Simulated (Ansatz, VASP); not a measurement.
**AlRu in VASP and in Ansatz**

```
Al Ru
1.0
     2.85025    0.00000    0.00000
    -1.42512    2.46839    0.00000
     0.00000    0.00000    8.03884
Al Ru
2 2
Direct
  0.00000 0.00000 0.50000
  0.00000 0.00000 0.00000
  0.66667 0.33333 0.75000
  0.33333 0.66667 0.25000
```

Change from the starting cell: species swapped into the SnPt type (P6_3/mmc, No. 194).

Alike in both runs: functional PBE; k mesh 6 × 6 × 4; occupations gaussian, width 0.1 eV; no spin polarisation.

Ansatz relaxed the structure, and its values are those at the end. VASP's run is a single point on that final structure, the one shown.

```csv
,VASP,Ansatz
version,VASP 6.6.1,Ansatz 0.2.0
potentials or method,"VASP PAW PBE potentials, release 64 (Al, Ru_pv)","scalar-relativistic, plane waves, PAW"
plane-wave cutoff (eV),520,420
valence electrons in the cell,34,38
```

|  | VASP | Ansatz | Ansatz less VASP |
| --- | --- | --- | --- |
| gap on the k mesh at the Fermi level (eV) | none | none | - |
| pressure (GPa) | 0.0 | 0.0 | +0.03 |

A gap of «none» marks a metal or a gap that the smearing closes. The two sets of potentials don't hold the same shells in valence.

Caveats: the k mesh is coarse (spacing up to 0.42 Å⁻¹), so the values aren't converged.
